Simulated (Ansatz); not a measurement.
# Cubic perovskite BaSnO₃

All values below come from r²SCAN in Ansatz (PAW).

Numerical settings: plane-wave cutoff 600 eV, 6×6×6 k mesh, finite displacements, scalar-relativistic PAW data made under PBE.

Cell: relaxed at this level.

```json
{
  "electronic dielectric constant ε∞": "4.35",
  "static_dielectric_constant": "18.3"
}
```

Measured, for comparison: high-frequency dielectric constant 3.3 (temperature not stated, no zero-point or thermal correction; as tabulated in He and Franchini (2017), arXiv:1706.08159); static dielectric constant 18 (temperature not stated, no zero-point or thermal correction, polycrystalline average of the tensor's eigenvalues, our sources range from 18.0 to 20.0; as tabulated in Petousis et al. (2017), doi:10.1038/sdata.2016.134). Computed (rounded) less measured: high-frequency dielectric constant +32 %, static dielectric constant +2 % (inside the range of the sources held).

Spin–orbit coupling is not included.

Cost on a shared machine: roughly 6 core-minutes.

Ansatz is a first-principles code.
